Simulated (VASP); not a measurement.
# Re (P6_3/mmc) in VASP: a series of runs, part 2 of 2

VASP 6.6.1. The steps go on from the part before.

## Step 3: Electrostatic potential, LDA

This run uses another cell than the first one, of 14.39 Å³/atom, 0.980 times its volume.

File INCAR:

```
SYSTEM = Re
  ALGO = Normal
  EDIFF = 1E-6
  ENCUT = 520
  GGA = CA
  ISIF = 2
  ISMEAR = 1
  LASPH = .TRUE.
  LCHARG = .TRUE.
  LREAL = .FALSE.
  LVHAR = .TRUE.
  LWAVE = .FALSE.
  NELM = 60
  PREC = Accurate
  SIGMA = 0.1
```

File KPOINTS:

```
k-points
0
G
  18 18 10
  0 0 0
```

File POSCAR:

```
Re                                      
1.0
    2.7413641582      0.0000000000     -0.0000000000
   -1.3706820791      2.3740909977      0.0000000000
    0.0000000000      0.0000000000      4.4213248003
  Re            
     2
Direct
     0.3333333300000021    0.6666666699999979    0.2500000000000000
     0.6666666699999979    0.3333333300000021    0.7500000000000000
```

Potentials or basis: VASP PAW LDA potentials, release 64 (Re).

Command:

```console
$ cat potpaw_LDA.64/Re/POTCAR > POTCAR
$ mpirun -np 1 vasp_std > vasp.out
```

OUTCAR:

```text
SYSTEM = Re
   EDIFF = 1E-6
   ENCUT = 520
   GGA = CA
   ISIF = 2
   ISMEAR = 1
   LASPH = .TRUE.
   LREAL = .FALSE.
   NELM = 60
   PREC = Accurate

 ion  position               nearest neighbor table
   1  0.333  0.667  0.250-   2 2.72   2 2.72   2 2.72   2 2.72   2 2.72   2 2.72
   2  0.667  0.333  0.750-   1 2.72   1 2.72   1 2.72   1 2.72   1 2.72   1 2.72

  LATTYP: Found a hexagonal cell.
 ALAT       =     2.7413641582
 C/A-ratio  =     1.6128192189

  Lattice vectors:

 A1 = (   2.7413641582,   0.0000000000,   0.0000000000)
 A2 = (  -1.3706820791,   2.3740909977,   0.0000000000)
 A3 = (   0.0000000000,   0.0000000000,   4.4213248003)

Analysis of symmetry for initial positions (statically):
=====================================================================
 Subroutine PRICEL returns:
 Original cell was already a primitive cell.

 Routine SETGRP: Setting up the symmetry group for a
 hexagonal supercell.

 Subroutine GETGRP returns: Found 24 space group operations
 (whereof 12 operations were pure point group operations)
 out of a pool of 24 trial point group operations.

The static configuration has the point symmetry D_3d.
 The point group associated with its full space group is D_6h.

Analysis of symmetry for dynamics (positions and initial velocities):
=====================================================================
 Subroutine PRICEL returns:
 Original cell was already a primitive cell.

 Routine SETGRP: Setting up the symmetry group for a
 hexagonal supercell.

 Subroutine GETGRP returns: Found 24 space group operations
 (whereof 12 operations were pure point group operations)
 out of a pool of 24 trial point group operations.

The dynamic configuration has the point symmetry D_3d.
 The point group associated with its full space group is D_6h.

 Subroutine INISYM returns: Found 24 space group operations
 (whereof 12 operations are pure point group operations),
 and found     1 'primitive' translations

----------------------------------------------------------------------------------------

                                     Primitive cell

  volume of cell :      28.7751

  direct lattice vectors                    reciprocal lattice vectors
     2.741364158  0.000000000  0.000000000     0.364781890  0.210606923  0.000000000
    -1.370682079  2.374090998  0.000000000     0.000000000  0.421213846  0.000000000
     0.000000000  0.000000000  4.421324800     0.000000000  0.000000000  0.226176552

  length of vectors
     2.741364158  2.741364154  4.421324800     0.421213845  0.421213846  0.226176552

  position of ions in fractional coordinates (direct lattice)
     0.333333330  0.666666670  0.250000000
     0.666666670  0.333333330  0.750000000

  ion indices of the primitive-cell ions
   primitive index   ion index
                 1           1
                 2           2

----------------------------------------------------------------------------------------

 KPOINTS: k-points

Automatic generation of k-mesh.
 Grid dimensions read from file:
 generate k-points for:   18   18   10

 Generating k-lattice:

  Cartesian coordinates                     Fractional coordinates (reciprocal lattice)
     0.020265661  0.011700385  0.000000000     0.055555556  0.000000000  0.000000000
     0.000000000  0.023400769  0.000000000     0.000000000  0.055555556  0.000000000
     0.000000000  0.000000000  0.022617655     0.000000000  0.000000000  0.100000000

  Length of vectors
     0.023400769  0.023400769  0.022617655

  Shift w.r.t. Gamma in fractional coordinates (k-lattice)
     0.000000000  0.000000000  0.000000000

 Subroutine IBZKPT returns following result:
 ===========================================

 Found    222 irreducible k-points:

 Following reciprocal coordinates:
            Coordinates               Weight
  0.000000  0.000000  0.000000      1.000000
  0.055556  0.000000  0.000000      6.000000
  0.111111  0.000000  0.000000      6.000000
  0.166667  0.000000  0.000000      6.000000
  0.222222  0.000000  0.000000      6.000000
  0.277778  0.000000  0.000000      6.000000
[... 16 lines left out ...]
  0.333333  0.111111  0.000000     12.000000
  0.388889  0.111111  0.000000     12.000000
 [... further k-points ...]
   k-points           NKPTS =    222   k-points in BZ     NKDIM =    222   number of bands    NBANDS=     11
   number of dos      NEDOS =    301   number of ions     NIONS =      2
   total plane-waves  NPLWV =  14400
   dimension x,y,z NGX =    20 NGY =   20 NGZ =   36
   dimension x,y,z NGXF=    40 NGYF=   40 NGZF=   72
   ions per type =               2
   NGX,Y,Z   is equivalent  to a cutoff of  12.13, 12.13, 13.54 a.u.
   NGXF,Y,Z  is equivalent  to a cutoff of  24.26, 24.26, 27.07 a.u.
 SYSTEM =  Re
   PREC   = accura    normal or accurate (medium, high low for compatibility)
   ISTART =      0    job   : 0-new  1-cont  2-samecut
   ICHARG =      2    charge: 1-file 2-atom 10-const
   ISPIN  =      1    spin polarized calculation?
   LNONCOLLINEAR =      F non collinear calculations
   LSORBIT =      F    spin-orbit coupling
   LASPH  =      T    aspherical Exc in radial PAW
   ENCUT  =  520.0 eV  38.22 Ry    6.18 a.u.   5.10  5.10  8.22*2*pi/ulx,y,z
   NELM   =     60;   NELMIN=  2; NELMDL= -5     # of ELM steps
   EDIFF  = 0.1E-05   stopping-criterion for ELM
   LREAL  =      F    real-space projection
   EDIFFG = 0.1E-04   stopping-criterion for IOM
   NSW    =      0    number of steps for IOM
   IBRION =     -1    ionic relax: 0-MD 1-quasi-New 2-CG
   NFREE  =      0    steps in history (QN), initial steepest desc. (CG)
   ISIF   =      2    stress and relaxation
   ISYM   =      2    0-nonsym 1-usesym 2-fastsym
   POTIM  = 0.5000    time-step for ionic-motion
   TEBEG  =    0.0;   TEEND  =   0.0 temperature during run
   PSTRESS=    0.0 pullay stress
   NELECT =      14.0000    total number of electrons
   NUPDOWN=      -1.0000    fix difference up-down
   EMIN   =  10.00;   EMAX   =-10.00  energy-range for DOS
   EFERMI =   0.00;   METHOD = LEGACY
   ISMEAR =     1;   SIGMA  =   0.10  broadening in eV -4-tet -1-fermi 0-gaus
   EFERMI_NEDOS =   21; number of points for ismear=-14 and -15
   IALGO  =     38    algorithm
   IMIX   =      4    mixing-type and parameters
     AMIX     =   0.40;   BMIX     =  1.00
     AMIX_MAG =   1.60;   BMIX_MAG =  1.00
  volume/ion in A,a.u.               =      14.39        97.09
  Fermi-wavevector in a.u.,A,eV,Ry     =   1.287593  2.433198 22.557048  1.657896
  Thomas-Fermi vector in A             =   2.419598
   LORBIT       =      0    0 simple, 1 ext, 2 COOP (PROOUT), +10 PAW based schemes
   GGA     = CA    functional components
   LHFCALC =     F    Hartree Fock is set to
   AEXX    =    0.0000 exact exchange contribution
   IVDW    =     0    specifies the selected vdW correction
   LEPSILON=     F    determine dielectric tensor
   LRPA    =     F    only Hartree local field effects (RPA)
 non-spin polarized calculation
 Methfessel and Paxton  Order N= 1 SIGMA  =   0.10
  energy-cutoff  :      520.00
  volume of cell :       28.78
 maximum number of plane-waves:       788
   NGX = 11   NGY = 11   NGZ = 17

 number of electron      14.0000001 magnetization

 Free energy of the ion-electron system (eV)
  ---------------------------------------------------
  ext. energy  EPLUGINS =         0.00000000
  ---------------------------------------------------
  free energy    TOTEN  =       -27.52807380 eV

  energy without entropy =      -27.52827564  energy(sigma->0) =      -27.52814108

 E-fermi :   8.1240     XC(G=0): -13.9629

 val. band max:        8.1179076336   @ k =   0.3889   0.2222   0.3000
 cond. band min:       8.1278511823   @ k =   0.1667   0.1111   0.0000
 fundamental gap:      0.0099435487
 Fermi energy:         8.1239701548

 k-point     1 :       0.0000    0.0000    0.0000
  band No.  band energies     occupation
      1      -1.8143      2.00000
      2       1.3598      2.00000
      3       6.4676      2.00000
      4       6.4676      2.00000
      5       6.4861      2.00000
      6       7.3383      2.00000
      7       7.3383      2.00000
      8       8.2820     -0.04793
      9       8.2820     -0.04793
     10       8.9409     -0.00000
     11      11.5827      0.00000
[... 309 lines left out ...]
 k-point    24 :       0.3889    0.1111    0.0000
  band No.  band energies     occupation
      1       2.4210      2.00000
      2       2.5562      2.00000
      3       2.8439      2.00000
      4       5.8726      2.00000
      5       5.9470      2.00000
      6       6.7351      2.00000
      7       7.4981      2.00000
      8      11.4333      0.00000
      9      12.0413      0.00000
     10      12.3581      0.00000
     11      13.9686      0.00000

 [... further k-points ...]
[... 5 lines left out ...]
  --------------------------------------------------------------------------------------
  -------------------------------------------------------------------------------------
  Total       -0.0279299     -0.0279299     -0.0180196     -0.0000000      0.0000000      0.0000000
  in kB       -1.5551161     -1.5551161     -1.0033184     -0.0000000      0.0000000      0.0000000
  external PRESSURE =      -1.3711835 kB  Pullay stress =       0.0000000 kB

 VOLUME and BASIS-vectors are now :
 -----------------------------------------------------------------------------
  energy-cutoff  :      520.00
  volume of cell :       28.78
      direct lattice vectors                 reciprocal lattice vectors
     2.741364158  0.000000000  0.000000000     0.364781890  0.210606923  0.000000000
    -1.370682079  2.374090998  0.000000000     0.000000000  0.421213846  0.000000000
     0.000000000  0.000000000  4.421324800     0.000000000  0.000000000  0.226176552

 POSITION                                       TOTAL-FORCE (eV/Angst)
 -----------------------------------------------------------------------------------
     -0.00000      1.58273      1.10533        -0.000000      0.000000      0.000000
      1.37068      0.79136      3.31599         0.000000     -0.000000      0.000000
 -----------------------------------------------------------------------------------
    total drift:                               -0.000000      0.000000     -0.000000

  FREE ENERGIE OF THE ION-ELECTRON SYSTEM (eV)
  ---------------------------------------------------
  free  energy   TOTEN  =       -27.5280737969 eV

  energy  without entropy=      -27.5282756444  energy(sigma->0) =      -27.52814108
```

Wall time 22 s (1 thread of Intel Xeon 6975P-C (Granite Rapids), shared host); peak memory 0.18 GiB.

Results:

```
Free energy            : -27.5281 eV
Pressure               : -0.1 GPa
Band gap on the k mesh : none (metal or under the smearing width)
```

The run has no spin-orbit coupling, so splittings on Re are missing.
